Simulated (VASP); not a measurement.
Set up this calculation in VASP 6.6.1, as the native input.

* Task: G0W0 quasiparticle levels
* Functional: PBE
* Potentials or basis: VASP PAW PBE potentials, release 64 (Ba_sv_GW, S_GW)
* Cutoff: 450 eV
* k mesh: 4 × 4 × 4
* Occupations: gaussian, width 0.01 eV
* Spin: no spin polarisation
* GW scheme: G0W0
* GW iterations: 1
* Cutoff of the response function: 210
* Frequency points: 50
* Empty bands: 450
* Further INCAR settings: ALGO = EVGW0; EDIFF = 1e-08; NBANDS = 458

BaS:

```
Ba S
1.0
     0.00000    3.19375    3.19375
     3.19375    0.00000    3.19375
     3.19375    3.19375    0.00000
Ba S
1 1
Cartesian
  0.0000 0.0000 0.0000
  3.1938 3.1938 3.1938
```

One way to write it, as run:

POSCAR

```
BaS
1.0
    0.0000000000      3.1937500000      3.1937500000
    3.1937500000      0.0000000000      3.1937500000
    3.1937500000      3.1937500000      0.0000000000
Ba S
1 1
Direct
    0.0000000000      0.0000000000      0.0000000000
    0.5000000000      0.5000000000      0.5000000000
```

INCAR.step1

```
SYSTEM = BaS
ALGO     = Normal         ! electronic algorithm
EDIFF    = 1E-8           ! SCF threshold, eV
ENCUT    = 450            ! plane-wave cutoff, eV
GGA      = PE             ! functional
ISMEAR   = 0              ! smearing method
LASPH    = .TRUE.         ! aspherical terms in the spheres
LCHARG   = .FALSE.        ! write CHGCAR
LREAL    = .FALSE.        ! projectors in reciprocal space
LWAVE    = .TRUE.         ! write WAVECAR
NELM     = 100            ! most SCF steps
PREC     = Accurate       ! precision mode
SIGMA    = 0.01           ! smearing width, eV
```

INCAR.step2

```
SYSTEM = BaS
ALGO     = Exact          ! electronic algorithm
EDIFF    = 1E-8           ! SCF threshold, eV
ENCUT    = 450            ! plane-wave cutoff, eV
GGA      = PE             ! functional
ISMEAR   = 0              ! smearing method
ISTART   = 1            
LASPH    = .TRUE.         ! aspherical terms in the spheres
LCHARG   = .FALSE.        ! write CHGCAR
LOPTICS  = .TRUE.         ! frequency-dependent dielectric function
LREAL    = .FALSE.        ! projectors in reciprocal space
LWAVE    = .TRUE.         ! write WAVECAR
NBANDS   = 458            ! bands
NELM     = 1              ! most SCF steps
PREC     = Accurate       ! precision mode
SIGMA    = 0.01           ! smearing width, eV
```

INCAR.step3

```
SYSTEM = BaS
ALGO     = EVGW0          ! electronic algorithm
EDIFF    = 1E-8           ! SCF threshold, eV
ENCUT    = 450            ! plane-wave cutoff, eV
ENCUTGW  = 210            ! cutoff of the response function
GGA      = PE             ! functional
ISMEAR   = 0              ! smearing method
ISTART   = 1            
LASPH    = .TRUE.         ! aspherical terms in the spheres
LCHARG   = .FALSE.        ! write CHGCAR
LREAL    = .FALSE.        ! projectors in reciprocal space
LWAVE    = .FALSE.        ! write WAVECAR
NBANDS   = 458            ! bands
NBANDSGW = 16           
NELMGW   = 1            
NOMEGA   = 50             ! frequency points
PREC     = Accurate       ! precision mode
PRECFOCK = Fast         
SIGMA    = 0.01           ! smearing width, eV
```

KPOINTS

```
k-points
0
G
  4 4 4
  0 0 0
```

Potentials or basis: VASP PAW PBE potentials, release 64 (Ba_sv_GW, S_GW).

The run is started by

```bash
$ cat potpaw_PBE.64/Ba_sv_GW/POTCAR potpaw_PBE.64/S_GW/POTCAR > POTCAR
$ cp INCAR.step1 INCAR
$ mpirun -np 1 vasp_std > vasp.out
$ cp INCAR.step2 INCAR
$ mpirun -np 1 vasp_std > vasp.out
$ cp INCAR.step3 INCAR
$ mpirun -np 1 vasp_std > vasp.out
```

It gave:

* Band gap on the k mesh, mean-field level: 2.20 eV, indirect (least direct gap 2.31 eV)
* Quasiparticle gap: 3.54 eV
* Least direct quasiparticle gap: 3.68 eV

Caveat: the k mesh is coarse (spacing up to 0.43 Å⁻¹), so the values aren't converged; bands, screening cutoff and mesh are small and nothing is extrapolated, so the quasiparticle values aren't converged; spin-orbit coupling is left out, which moves the levels of the heavy elements.

Run time: 21 min on 1 thread of Intel(R) Xeon(R) Platinum 8175M CPU @ 2.50GHz (Skylake/Cascade Lake) (shared host), peak memory 1.2 GiB.
